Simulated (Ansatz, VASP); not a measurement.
One calculation of B, two programs

The input INCAR:

```
  ALGO = Normal
  EDIFF = 1E-7
  EDIFFG = -0.01
  ENCUT = 600
  GGA = PE
  IBRION = 2
  ISIF = 3
  ISMEAR = 0
  LASPH = True
  LCHARG = False
  LREAL = False
  LWAVE = False
  NELM = 100
  NSW = 100
  PREC = Accurate
  SIGMA = 0.1
```

KPOINTS

```
k-points
0
Gamma
  21 21 28
```

File POSCAR:

```
B
1.0
    3.0080298899      0.0000000000      0.0000000000
   -1.5040149450      2.6050303000      0.0000000000
    0.0000000000      0.0000000000      1.9626314852
B
2
Direct
    0.3333333333      0.6666666667      0.5000000000
    0.6666666667      0.3333333333      0.5000000000
```

Input for Ansatz:

```yaml
crystal:
  lattice:
    - [3.0080298899, 0.0, 0.0]
    - [-1.504014945, 2.6050303, 0.0]
    - [0.0, 0.0, 1.9626314852]
  atoms:
    - { symbol: B, position: [0.3333333333, 0.6666666667, 0.5] }
    - { symbol: B, position: [0.6666666667, 0.3333333333, 0.5] }
basis:
  ecutwfc: 420
kpoints:
  mp_grid: { grid: [21, 21, 28] }
hamiltonian:
  xc: pbe
scf:
  occupations: { method: gaussian, width: 0.1 }
output:
  forces: true
  stress: true
  eigenvalues: true
  write_density: true
  write_potential: true
  elf: true
  volumetric_format: npy
relax:
  adjacent_minimum: "off"
  f_tol: 0.01
  max_steps: 80
  cell: { stress_tol: 0.05 }
```

Alike in both runs: task relaxation of cell and atoms; functional PBE; k mesh 21 × 21 × 28; occupations gaussian, width 0.1 eV; no spin polarisation.

|  | VASP | Ansatz |
| --- | --- | --- |
| version | VASP 6.6.1 | Ansatz 0.2.0 |
| potentials or method | VASP PAW PBE potentials, release 64 (B) | scalar-relativistic, plane waves, PAW |
| plane-wave cutoff (eV) | 600 | 420 |
| valence electrons in the cell | 6 | 6 |

|  | VASP | Ansatz | Ansatz less VASP |
| --- | --- | --- | --- |
| gap on the k mesh at the Fermi level, each at its own relaxed structure (eV) | none | none | - |
| relaxed volume (Å³/atom) | 7.59 | 7.60 | +0.002 |
| relaxed cell length with the largest relative difference (Å) | 1.933 | 1.934 | +0.0007 |
| energy change over the relaxation (meV/atom) | -1 | -1 | 0.0 |

A gap of «none» marks a metal or a gap that the smearing closes.
